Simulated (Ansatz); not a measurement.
The system is SnTe.

```xyz
2
Lattice="0.0000 3.6111 3.6111 3.6111 0.0000 3.6111 3.6111 3.6111 0.0000" Properties=species:S:1:pos:R:3 pbc="T T T"
Te    1.8056    1.8056    1.8056
Sn    0.0000    0.0000    0.0000
```

Measurements of this composition are mostly on another form, of space group No. 225.

* Program: Ansatz 0.2.0
* Task: relaxation of cell and atoms
* Functional: r2SCAN
* Dispersion: D3(BJ)-ATM
* Potentials or basis: Ansatz PAW
* Cutoff: 500 eV (not typed: the program's choice for these potentials)
* k mesh: 7 × 7 × 7
* Occupations: fermi-dirac, width 0.05 eV
* Spin: no spin polarisation

At the start: volume 47.09 Å³/atom.

**Question.** How do energy, volume and symmetry change on relaxing?

**Answer.** It ends after 4 steps and the volume is 45.50 Å³/atom (-3.4 %); space group F-43m (No. 216, to 0.05 Å).

The path:
```
step  energy change (eV)  largest force (eV/Å)  volume (Å³)
   1              0.0000                0.0000        94.18
   2             -0.0099                0.0000        90.70
   3             -0.0100                0.0000        90.99
   4             -0.0099                0.0000        90.99
```

Final structure:
```
Te Sn
1.0
     0.00000    3.56992    3.56992
     3.56992    0.00000    3.56992
     3.56992    3.56992    0.00000
Te Sn
1 1
Direct
  0.25000 0.25000 0.25000
  0.00000 0.00000 0.00000
```

Caveat: the plane-wave basis is chosen anew once the cell has moved, so the energies of steps on either side of that aren't comparable; the PAW data sets come from PBE, with cores solved anew for the run's functional, which leaves a small shift of forces and pressure.
